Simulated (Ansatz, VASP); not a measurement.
# CdS in VASP and in Ansatz

Contents of INCAR:

```
SYSTEM = CdS
PREC = Accurate
ENCUT = 520
EDIFF = 1E-6
ISMEAR = -1
SIGMA = 0.02
LREAL = .False.
LASPH = .True.
NELM = 80
ALGO = Normal
ISIF = 2
LWAVE = .False.
LCHARG = .True.
GGA = PS
LELF = .True.
LVHAR = .True.
NBANDS = 16
```

KPOINTS

```
Automatic mesh
0
Gamma
  7 7 7
  0 0 0
```

POSCAR

```
CdS
1.0
    0.0000000000      2.9429534649      2.9135239302
    2.9429534649      0.0000000000      2.9135239302
    2.9429534649      2.9429534649      0.0000000000
Cd S
1 1
Direct
    0.0000000000      0.0000000000      0.0000000000
    0.7500000000      0.7500000000      0.7500000000
```

Input for Ansatz:

```yaml
crystal:
  lattice:
    - [0.0, 2.9429534649, 2.9135239302]
    - [2.9429534649, 0.0, 2.9135239302]
    - [2.9429534649, 2.9429534649, 0.0]
  atoms:
    - { symbol: Cd, position: [0.0, 0.0, 0.0] }
    - { symbol: S, position: [0.75, 0.75, 0.75] }
kpoints:
  mp_grid: { grid: [7, 7, 7] }
  band_path:
    path:
      - [0.0, 0.0, 0.0]
      - [0.0, 0.5, 0.5]
      - [0.25, 0.75, 0.5]
      - [0.0, 0.5, 0.0]
      - [0.0, 0.0, 0.0]
      - [0.5, 0.5, 0.0]
      - [0.3775380063, 0.6224619937, 0.0]
      - [-0.3775380063, 0.3775380063, 0.0]
      - [0.0, 0.0, 0.0]
    npoints: 5
scf:
  occupations: { method: fermi_dirac, width: 0.02 }
hamiltonian:
  xc: pbesol
  pseudopotentials: { kind: all_electron, lapw: { basis_error: 0.0005 } }
output:
  forces: true
  stress: true
  eigenvalues: true
```

Change from the starting cell: zz strain of -1 %.

Alike in both runs: task single point; functional PBEsol; k mesh 7 × 7 × 7; occupations fermi-dirac, width 0.02 eV; no spin polarisation.

|  | VASP | Ansatz |
| --- | --- | --- |
| version | VASP 6.6.1 | Ansatz 0.2.0 |
| potentials or method | VASP PAW PBE potentials, release 64 (Cd, S) | all-electron LAPW, scalar-relativistic |
| plane-wave cutoff (eV) | 520 | see its input |

VASP gave:

```
gap on the k mesh at the Fermi level (eV)       : 0.95
pressure (GPa)                                  : -0.9
largest component of the traceless stress (GPa) : 0.13
```

Estimate Ansatz's values.

gap on the k mesh at the Fermi level (eV): 0.95; pressure (GPa): -1.2; largest component of the traceless stress (GPa): 0.14.

Ansatz ran all-electron here, so the differences hold the error of VASP's frozen core and of both bases.

Caveats: the PAW data sets were made with another functional, which shifts forces and pressure a little (VASP).
